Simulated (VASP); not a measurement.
LiF, 2 atoms in the cell. The structure is tetragonal, space group P4/mmm (No. 123). The conventional cell has a = 2.508 Å, b = 2.508 Å, c = 2.560 Å, α = 90.00°, β = 90.00°, γ = 90.00°. Li (site symmetry 4/mmm) has 8 F at 2.19 Å and 4 Li at 2.51 Å as nearest neighbours. F (site symmetry 4/mmm) has 8 Li at 2.19 Å and 4 F at 2.51 Å as nearest neighbours. Measurements of this composition are mostly on another form, of space group No. 225. The cell isn't the ideal one: strain -0.0200 x Voigt [1, 1, 0, 0, 0, 0], atoms carried along.

| Property | Result |
| --- | --- |
| Program | VASP 6.6.1 |
| Task | single point |
| Functional | LDA |
| Potentials or basis | VASP PAW LDA potentials, release 64 (Li_sv, F) |
| Cutoff | 520 eV |
| k mesh | 10 × 10 × 10 |
| Occupations | gaussian, width 0.05 eV |
| Spin | no spin polarisation |
| Dipole correction | no |
| Further INCAR settings | ALGO = Normal; EDIFF = 1e-06; NBANDS = 12 |

Potentials or basis: VASP PAW LDA potentials, release 64 (Li_sv, F).

The run is started by

```bash
$ cat potpaw_LDA.64/Li_sv/POTCAR potpaw_LDA.64/F/POTCAR > POTCAR
$ mpirun -np 1 vasp_std > vasp.out
```

Hardware: 1 thread of Intel(R) Xeon(R) Platinum 8488C (Sapphire Rapids), with other jobs on the host.

Q: Estimate the wall time of this run.

A: Run time: 11 s on 1 thread of Intel(R) Xeon(R) Platinum 8488C (Sapphire Rapids) (shared host), peak memory 0.13 GiB. Counts: scf iterations 11, k points 126.
